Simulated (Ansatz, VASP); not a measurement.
One calculation of MnO, two programs

INCAR

```
SYSTEM = MnO
PREC = Accurate
ENCUT = 520
EDIFF = 1E-6
ISMEAR = -1
SIGMA = 0.05
LREAL = .FALSE.
LASPH = .TRUE.
NELM = 150
ALGO = Normal
ISIF = 2
LWAVE = .FALSE.
LCHARG = .TRUE.
ISPIN = 2
MAGMOM = 4 0
LORBIT = 11
LMAXMIX = 4
GGA = PE
LELF = .TRUE.
LVHAR = .TRUE.
NBANDS = 20
```

The input KPOINTS:

```
Automatic mesh
0
G
  10 10 9
  0 0 0
```

File POSCAR:

```
MnO
1.0
    2.9495558739      0.0000000000      0.0000000000
   -1.4747779419      2.5543903124      0.0000000000
    0.0000000000      0.0000000000      2.8786204021
Mn O
1 1
Direct
    0.0000000000      0.0000000000      0.0000000000
    0.6666666667      0.3333333333      0.5000000000
```

input.yaml

```yaml
crystal:
  lattice:
    - [2.9495558739, 0.0, 0.0]
    - [-1.4747779419, 2.5543903124, 0.0]
    - [0.0, 0.0, 2.8786204021]
  atoms:
    - { symbol: Mn, position: [0.0, 0.0, 0.0], spin: 4.0 }
    - { symbol: O, position: [0.6666666667, 0.3333333333, 0.5] }
hamiltonian:
  xc: pbe
  pseudopotentials: { kind: paw }
magnetization:
  spin_polarized: true
kpoints:
  mp_grid: { grid: [10, 10, 9] }
scf:
  occupations: { method: fermi_dirac, width: 0.05 }
output:
  forces: true
  stress: true
  eigenvalues: true
```

Measurements of this composition are mostly on another form, of space group No. 225.

Alike in both runs: task single point; functional PBE; k mesh 10 × 10 × 9; occupations fermi-dirac, width 0.05 eV; collinear spin.

```csv
,VASP,Ansatz
version,VASP 6.6.1,Ansatz 0.2.0
potentials or method,"VASP PAW PBE potentials, release 64 (Mn_pv, O)",Ansatz PAW
plane-wave cutoff (eV),520,420
valence electrons in the cell,19,21
```

Ansatz gave:

* gap on the k mesh at the Fermi level (eV): none
* pressure (GPa): 0.5
* largest component of the traceless stress (GPa): 10.43
* net moment per atom (μB): 2.34
* size of the moment on the site where the two differ most (μB): 3.95

Question: What did VASP give for the same quantities?

Answer: gap on the k mesh at the Fermi level (eV): none; pressure (GPa): 0.5; largest component of the traceless stress (GPa): 10.43; net moment per atom (μB): 2.34; size of the moment on the site where the two differ most (μB): 4.23.

Site moments also hang on the region over which each program counts them. A gap of «none» marks a metal or a gap that the smearing closes. With one functional, cell and mesh, what is left measures potentials, basis and numerics. The two sets of potentials don't hold the same shells in valence.

Caveats: a cell with one magnetic atom can't hold antiferromagnetic order, which such compounds often take; semilocal functionals often make such compounds metallic where correlation or magnetic order opens a gap, which also shifts bond lengths; the pressure holds a Pulay correction of +0.6 GPa for the finite cutoff (Ansatz).
